If a relaxation ends with almost no stress, it should have found the right lattice, and five functionals of the same family should then agree on something as simple as copper. The runs below did end almost free of stress, and they disagree badly. The change of volume counts from the start cell, which is close to real copper at room temperature, with a cubic edge of roughly 3.6 Å. The relaxed lengths are nearest-neighbour distances; all three stay equal and the cubic symmetry is kept, so the crystal only swells or shrinks.

VASP 6.6.1 plane-wave DFT with PAW potentials, full relaxation of the one-atom primitive cell of fcc copper, without spin polarisation, spin-orbit coupling or a dispersion correction. All runs use a 13×13×13 k mesh, Fermi-Dirac smearing of 0.05 eV, PREC = Accurate and LASPH on. Volume changes are relative to the start cell, and a, b and c are the primitive cell edges.

```
functional                            potentials  wave cutoff  volume change (%)  relaxed length a (Å)  relaxed length b (Å)  relaxed length c (Å)
       PBE      VASP PAW PBE potentials, minimal       580 eV              1.580                 2.570                 2.570                 2.570
    revPBE  VASP PAW PBE potentials, recommended       600 eV              4.260                 2.592                 2.592                 2.592
      BLYP  VASP PAW PBE potentials, recommended       600 eV              7.860                 2.622                 2.622                 2.622
      AM05  VASP PAW PBE potentials, recommended       600 eV             -4.040                 2.521                 2.521                 2.521
      PW91  VASP PAW PBE potentials, recommended       600 eV              1.690                 2.571                 2.571                 2.571
```

AM05 makes the crystal 4.0 % too small, while the other four make it too large. PBE and PW91 miss by less than 2 %, revPBE by 4.3 % and BLYP by 7.9 %. All five are gradient-corrected functionals: they use the local electron density and how steeply it varies. The family name therefore tells a user little about the error to expect.

The first suspicion in practice is a relaxation that stopped too early. The pressure left at the end of a run can be turned into the volume that it is still worth:

volume still to go ≈ p / B

Here p is the remaining pressure and B the bulk modulus, the resistance to compression, roughly 140 GPa for copper. For BLYP this gives 0.069 GPa / 140 GPa ≈ 0.0005, or 0.05 % of the volume, against an expansion of 7.9 %. In every row the volume change is at least 20 times what the remaining pressure could account for, as the printed output after this text shows. Each run has found the minimum of its own energy curve, and it is the curve that has its minimum in the wrong place.

The reason lies in what a gradient correction rewards. When a crystal is stretched, the density between the atoms thins out and the electron cloud becomes more uneven, closer to a set of separate atoms. A functional whose exchange energy gains strongly from uneven density lowers the energy of the stretched crystal more than that of the compact one. The minimum then moves outwards. With no gradient correction at all, the local density approximation is well known to err the other way and make copper too small.

PBE and revPBE offer a nearly clean test of this picture. The labels "minimal" and "recommended" stand for the same copper potential here, and the small difference in cutoff cannot produce the gap. The two functionals share the same correlation, but revPBE gives more exchange energy where the density varies steeply. That one change makes the relaxed volume 2.6 % larger than with PBE, in the direction that the argument predicts.

BLYP goes further, but it changes both exchange and correlation, so the table cannot divide the extra expansion between them. Theory gives good reason to suspect the correlation part. LYP rests on a formula fitted to the helium atom and does not reproduce the correlation energy of a uniform electron gas, which is the natural starting point for the mobile electrons of a metal. In small molecules there is no such electron sea, and BLYP is a respectable choice there. A good record for molecules is thus no recommendation for a metal lattice.

AM05 errs on the other side. It was built to join a description of bulk-like regions to one of surface-like regions. At the moderate density gradients common in solids, its exchange rewards uneven density less than that of PBE, which fits the shorter lattices that it usually gives. In many solids that is an improvement, because PBE tends to make them too large. In copper the correction overshoots: the AM05 volume is 5.5 % below that of PBE, more than was needed to bring PBE back to the start cell.

The comparison with room-temperature copper flatters PBE. Real atoms vibrate, which swells the crystal by roughly 1 to 2 % in volume, whereas the calculation holds them still. If only 1 % is allowed for this, the error of PBE grows to about 2.6 % and that of AM05 shrinks to about 3.1 %. The two are then about equally wrong in opposite directions, and a larger allowance would tip the balance towards AM05. BLYP remains the clear failure at about 9 %. All rows also use a copper core generated with PBE, and how much this shifts the other functionals is untested.

For practical work, a small final pressure should be read only as a sign that the relaxation has finished. The warning sign of a functional error is the spread between functionals, here 12 percentage points of volume, and it can be seen even where no measured lattice exists. The functionals compared must differ in construction, however. PBE and PW91 agree to about 0.1 % in volume because PBE was designed to behave much like PW91, so their agreement is no independent confirmation. PBE and AM05 make a more telling pair, and for copper they enclose the real volume. To guess where another gradient-corrected functional would fall, ask first how strongly its exchange rewards uneven density, and then whether its correlation is right for a uniform electron gas.

Printed output of the fit:

```
Size of the relaxed cell:
     row  cubic edge (angstrom)  change of length (%)  change of volume (%)
     PBE                  3.635                0.5239                  1.58
  revPBE                  3.666                   1.4                  4.26
    BLYP                  3.708                 2.554                  7.86
    AM05                  3.565                -1.365                 -4.04
    PW91                  3.636                0.5602                  1.69
Pressure left and reference:
     row  pressure left (GPa)  volume it is worth (%)  rough volume error against a motionless crystal (%)
     PBE              0.02165                 0.01546                                                2.596
  revPBE              0.03674                 0.02625                                                5.303
    BLYP              0.06908                 0.04934                                                8.939
    AM05              0.02556                 0.01825                                                -3.08
    PW91               0.1121                  0.0801                                                2.707
Smallest ratio of volume change to volume worth of the pressure left: 21.1
Spread of volume change over the five functionals (percentage points): 11.9
Spread of nearest-neighbour distance (angstrom): 0.101
Number of functionals that expand the start cell: 4
Volume of revPBE above PBE, exchange alone changed (%): 2.638
Volume of BLYP above revPBE (%): 3.453
Volume of BLYP above PBE (%): 6.182
Volume of AM05 against PBE (%): -5.533
Volume of PW91 above PBE (%): 0.1083
BLYP volume change over PBE volume change (ratio): 4.975
AM05 over PBE, size of volume change against the start cell (ratio): 2.557
AM05 over PBE, size of rough error against a motionless crystal (ratio): 1.187
```
